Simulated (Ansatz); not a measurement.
# Te: stress in a strained cell

Aim: deform Te (zz strain of -3 %) and compute stress, forces and field gradients with LAPW, PAW and all-electron datasets made for the crystal.

Method: DFT PBE, scalar-relativistic, in Ansatz 0.2.0.

### 1 The structure to begin with

Symmetry: P3_121, No. 152, trigonal system. Conventional cell: a = 4.458 Å, b = 4.458 Å, c = 5.925 Å, α = 90.00°, β = 90.00°, γ = 120.00°. Around Te (site symmetry 2) lie 2 Te at 2.79 Å.

Coordinates:

```cif
data_structure
_symmetry_space_group_name_H-M 'P3_121'
_symmetry_Int_Tables_number 152
_cell_length_a 4.4580
_cell_length_b 4.4580
_cell_length_c 5.9250
_cell_angle_alpha 90.000
_cell_angle_beta 90.000
_cell_angle_gamma 120.000
_cell_volume 101.98
loop_
_atom_site_label
_atom_site_type_symbol
_atom_site_symmetry_multiplicity
_atom_site_Wyckoff_symbol
_atom_site_fract_x
_atom_site_fract_y
_atom_site_fract_z
_atom_site_occupancy
Te1 Te 3 a 0.74500 0.00000 0.33333 1
```

The file gives the conventional cell by its symmetry; the runs use the cell typed in the input.

Atoms are numbered in the order of the input: Te1, Te2, Te3.

### 2 The deformed structure

Space group P3_121 before, P3_121 after.

### 3 All-electron LAPW

Contents of input.yaml:

```yaml
crystal:
  lattice:
    - [4.4579994587, 0.0, 0.0]
    - [-2.2289997294, 3.8607407813, 0.0]
    - [0.0, 0.0, 5.74725]
  atoms:
    - { symbol: Te, position: [0.745, 0.0, 0.3333333333] }
    - { symbol: Te, position: [0.0, 0.745, 0.6666666667] }
    - { symbol: Te, position: [0.255, 0.255, 0.0] }
kpoints:
  mp_grid: { grid: [9, 9, 6] }
  band_path:
    path:
      - [0.0, 0.0, 0.0]
      - [0.5, 0.0, 0.0]
      - [0.3333333333, 0.3333333333, 0.0]
      - [0.0, 0.0, 0.0]
      - [0.0, 0.0, 0.5]
      - [0.5, 0.0, 0.5]
      - [0.3333333333, 0.3333333333, 0.5]
      - [0.0, 0.0, 0.5]
      - [0.5, 0.0, 0.5]
    npoints: 5
scf:
  occupations: { method: fermi_dirac, width: 0.08 }
hamiltonian:
  xc: pbe
  pseudopotentials: { kind: all_electron, lapw: { basis_error: 0.0005 } }
output:
  forces: true
  stress: true
  eigenvalues: true
```

Started as:

```bash
$ ansatz run input.yaml --threads 1 --pin off --max-ram 4096MiB --backend cpu --events-out ev --progress --plain --runs-dir out
```

### 4 PAW on the default files

Contents of input.yaml:

```yaml
crystal:
  lattice:
    - [4.4579994587, 0.0, 0.0]
    - [-2.2289997294, 3.8607407813, 0.0]
    - [0.0, 0.0, 5.74725]
  atoms:
    - { symbol: Te, position: [0.745, 0.0, 0.3333333333] }
    - { symbol: Te, position: [0.0, 0.745, 0.6666666667] }
    - { symbol: Te, position: [0.255, 0.255, 0.0] }
kpoints:
  mp_grid: { grid: [9, 9, 6] }
scf:
  occupations: { method: fermi_dirac, width: 0.08 }
hamiltonian:
  xc: pbe
  pseudopotentials: { kind: paw }
output:
  forces: true
  stress: true
  eigenvalues: true
  efg: { contact_densities: true }
  write_density: true
  write_potential: true
  elf: true
  volumetric_format: npy
```

### 5 All-electron PAW on datasets made for the crystal

input.yaml: that of step 4 with these lines changed.

```diff
@@ -15,3 +15,3 @@
   xc: pbe
-  pseudopotentials: { kind: paw }
+  pseudopotentials: { kind: all_electron, datasets: crystal }
 output:
@@ -21,5 +21 @@
   efg: { contact_densities: true }
-  write_density: true
-  write_potential: true
-  elf: true
-  volumetric_format: npy
```

(Steps that only read results are left out.)

Q: Predict the outcome of this session. Wanted: pressure; largest shear or deviatoric stress.

**Answer**, as computed:

| quantity | value |
| --- | --- |
| pressure | LAPW 5.59, PAW 5.59, crystal datasets 5.59 GPa |
| largest shear or deviatoric stress (LAPW) | 1.89 GPa |

**Reading.** The largest part of the stress beyond the pressure is 1.89 GPa in size, in the zz component; the atoms are carried along and not relaxed. No run of the undeformed cell stands beside it, so the pressure holds what the given cell had before the change. PAW: stress within 0.01 GPa of LAPW, forces within 4 meV/Å. Crystal datasets: stress within 0.01 GPa of LAPW, forces within 1 meV/Å. Spin-orbit coupling is left out, though the cell holds Te; in elements this heavy it can shift bands and gaps by tenths of an eV.
